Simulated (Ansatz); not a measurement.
The cell is COD entry 1541266, as deposited and not checked against the literature; nothing was relaxed. The listed cell was then made from it by scaling, straining or moving an atom.

An input for Ta: DFT, PBE, all-electron LAPW, scalar-relativistic (Ansatz 0.2.0).

Command: `ansatz run input.yaml --threads 1 --pin off --max-ram 3072MiB --backend cpu --events-out ev --progress --plain --runs-dir out` The run took 22 s on 1 thread of Intel(R) Xeon(R) Platinum 8375C CPU @ 2.90GHz (Ice Lake), with other jobs on the host, peak memory 0.45 GiB.

```yaml
crystal:
  lattice:
    - [-1.6289626696, 1.6289626696, 1.6289626696]
    - [1.6289626696, -1.6289626696, 1.6289626696]
    - [1.6289626696, 1.6289626696, -1.6289626696]
  atoms:
    - { symbol: Ta, position: [0.0, 0.0, 0.0] }
kpoints:
  mp_grid: { grid: [17, 17, 17] }
  band_path:
    path:
      - [0.0, 0.0, 0.0]
      - [0.5, -0.5, 0.5]
      - [0.0, 0.0, 0.5]
      - [0.0, 0.0, 0.0]
      - [0.25, 0.25, 0.25]
      - [0.5, -0.5, 0.5]
      - [0.25, 0.25, 0.25]
      - [0.0, 0.0, 0.5]
    npoints: 5
scf:
  occupations: { method: fermi_dirac, width: 0.08 }
hamiltonian:
  xc: pbe
  pseudopotentials: { kind: all_electron, lapw: { basis_error: 0.0005 } }
output:
  forces: true
  stress: true
  eigenvalues: true
```

The results part of the log:

```
SCF 1 converged in 8 iterations: F = -424569.083959 eV  dr2 = 1.92e-9
NSCF: frozen V_eff on 36 k-points
SCF converged after 8 iterations
Free energy (F): -424569.083959 eV
Harris-Foulkes:  -424569.083959 eV  (|F-HF|=8.73e-10)
Internal energy: -424569.057491 eV  (E = F + TS)
E sigma→0 (E₀):  -424569.070725 eV
Entropy (-TS):   -0.026468 eV (-26.468 meV/atom)
Fermi energy:    25.939334 eV
--- Per-component energies (eV) ---
  E_band       = -4015.441563
  E_kinetic    = 473938.755977
  E_xc         = -8624.375230
  E_electrostatic = -889883.438238  (all electrons and nuclei)
  E_smearing   = -0.026468  (= −TS)
  E_closure    = 0.000000  (closes the sum)
  E_atoms      = -424559.369556  (free atoms, spherical and without spin; not in F)
  Σ components = -424569.083959   (vs F -424569.083959, Δ=0.00e0)
  Basis errors (estimates in eV, not in F): energy 1.3e-4 per atom: plane waves 1.1e-4 (5.8e-5 summed), levels above the bands 1.2e-54, relativity 3.6e-8, radial functions 2.2e-5, core shells 2.0e-8; eigenvalues (radial functions only) 2.2e-6; not estimated: angular momenta, meshes, grids; target (lapw.basis_error) 5.0e-4; muffin-tin radii Ta 1.411 Å
--- Forces (eV/Å), atoms counted from 1 ---
  atom   1  Ta    -0.00000000     0.00000000     0.00000000
  max |Σ_I F_I| component: 1.01e-31 eV/Å
--- Stress (GPa, compression-positive) ---
       12.132423       0.000000      -0.000000
        0.000000      12.132423      -0.000000
       -0.000000      -0.000000      12.132423
  P = ⅓ Tr σ = 12.1324 GPa (121.324 kbar)
--- Band table (eV; the first three rows and the last of 165) ---
  k-point 0: bands = ["-368.3224", "-368.3224", "-368.3224", "-189.8838", "-189.8838", "-189.8660", "-189.8660", "-189.8660", "-41.0614", "-6.9458", "-6.9458", "-6.9458", "7.2031", "7.2031", "7.2031", "7.2642", "7.2642", "7.2642", "7.3192", "17.8907", "26.6699", "26.6699", "26.6699", "30.0890", "30.0890", "40.7039"]
  k-point 1: bands = ["-368.3224", "-368.3224", "-368.3224", "-189.8838", "-189.8838", "-189.8660", "-189.8660", "-189.8660", "-41.0567", "-6.9954", "-6.9609", "-6.9461", "7.2039", "7.2048", "7.2050", "7.2625", "7.2636", "7.2636", "7.3168", "18.0533", "26.5626", "26.6397", "26.8302", "29.9093", "30.0883", "40.8535"]
  k-point 2: bands = ["-368.3224", "-368.3224", "-368.3224", "-189.8838", "-189.8838", "-189.8660", "-189.8660", "-189.8660", "-41.0434", "-7.1356", "-7.0039", "-6.9470", "7.2060", "7.2098", "7.2104", "7.2576", "7.2616", "7.2622", "7.3104", "18.5210", "26.2707", "26.5086", "27.3053", "29.5552", "30.0971", "41.2288"]
  k-point 164: bands = ["-368.3224", "-368.3224", "-368.3224", "-189.8838", "-189.8838", "-189.8660", "-189.8660", "-189.8660", "-40.8222", "-7.8777", "-7.8689", "-7.8689", "7.1942", "7.2248", "7.2256", "7.2256", "7.2817", "7.2821", "7.2821", "21.9330", "21.9553", "32.5464", "32.5464", "33.0237", "34.6533", "35.5749"]
```
